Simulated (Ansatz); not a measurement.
# InGa₂N₃: N interstitial

The calculation used DFT PBE, scalar-relativistic, plane waves, PAW in Ansatz. (420 eV cutoff, 2×2×2 k-mesh, shifted by half a step, Gaussian smearing of 0.01 eV, collinear spin in charge 0, -2 alone)

Host crystal, relaxed:

```
In Ga N
1.0
     5.01048   -2.89020    0.00000
     5.01048    2.89020    0.00000
     0.00000    0.00000    5.39806
In Ga N
2 4 6
Direct
  0.32537 0.67463 0.98980
  0.67463 0.32537 0.48980
  0.00702 0.33381 0.99259
  0.66619 0.99298 0.99259
  0.99298 0.66619 0.49259
  0.33381 0.00702 0.49259
  0.02640 0.33371 0.35902
  0.66629 0.97360 0.35902
  0.97360 0.66629 0.85902
  0.33371 0.02640 0.85902
  0.30777 0.69223 0.39498
  0.69223 0.30777 0.89498
```

Supercell of 48 atoms, rows in host cell vectors: 1 -1 1; -1 1 1; -1 -1 0. Atoms relax at the host's cell, keeping the symmetry that the supercell leaves at the site. The cell is small, so energies carry finite-size errors of tenths of an eV. The host's Kohn–Sham gap is 0.87 eV. Atoms are taken from and returned to the elements' standard states. Charged cells are corrected for image charges with the computed static dielectric tensor (mean 12.5) and aligned with the host's potential at far atoms (alignment terms reach 0.45 eV). No band-filling term is added, and the Fermi level counts from the host's valence band top.

Starting moments were lost in some runs.

Defect: N interstitial at (0.333, 0.375, 0.708) of the host cell.

Problem. What is the formation energy of the neutral defect?

Solution. 4.18 eV.

Problem. Does the neutral defect carry a moment, and how do its surroundings relax?

Solution. It changes the cell's moment by 1.00 μB. The nearest neighbours before are 1 N at 2.08 Å, 1 N at 2.16 Å, 1 N at 2.17 Å, 1 Ga at 2.18 Å, 1 In at 2.19 Å, 1 In at 2.29 Å, 1 Ga at 2.42 Å, 1 N at 2.44 Å; after relaxation the atoms near the site are 1 N at 1.35 Å, 1 Ga at 1.88 Å, 1 In at 2.09 Å, 1 Ga at 2.68 Å, 1 Ga at 2.71 Å, 1 N at 2.76 Å; the largest move is 1.64 Å.

Problem. Charges 0, -1, -2 were computed. Which is stable where in the gap?

Solution. Among the charges computed the stable one is 0 at the valence band top and stays so across the gap. In charge -1, -2 the extra carrier would gain by moving to a band edge of the host, so it isn't bound in the gap. In charge -2 the cell has partly filled bands: a level of the defect may be part filled, the carrier may sit in the host's bands, or levels may cross between the k points, so transitions that involve it are doubtful. Other sites of the defect weren't tried. Levels between neighbouring charges: (0/-1) 1.84 eV, (-1/-2) 2.64 eV.